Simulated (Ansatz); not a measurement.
Three zincblende compounds, relaxed with r2SCAN in the plane-wave code Ansatz. (Simulation; spin polarisation is off.)

```
compound  a (Å)  gap, HSE06 (eV)
    GaAs  5.666         1.36 (Γ)
    InAs  6.109         0.36 (Γ)
     InP  5.908       not needed
```

**What is the misfit strain of a coherent GaAs film on InP?** ε∥ = (a_sub − a_film)/a_film = (5.908 − 5.666)/5.666 = +4.27 %: the film is in tension in the plane. At this size it stays coherent for a few layers at most.

**By Vegard's law, which share x of InAs in (GaAs)₁₋ₓ(InAs)ₓ matches the substrate?** (1 − x) × 5.666 + x × 6.109 = 5.908 gives x = (5.908 − 5.666)/(6.109 − 5.666) = 0.546.

**Without bowing, what gap would that alloy have?** (1 − 0.546) × 1.36 + 0.546 × 0.36 = 0.81 eV with HSE06. Bowing would lower it by b x(1 − x) = 0.248 b.

Spin-orbit coupling is left out, which matters wherever the heavy atoms make up the band edges.

The meshes of the hybrids are coarse, so their gaps aren't converged to the digits shown.
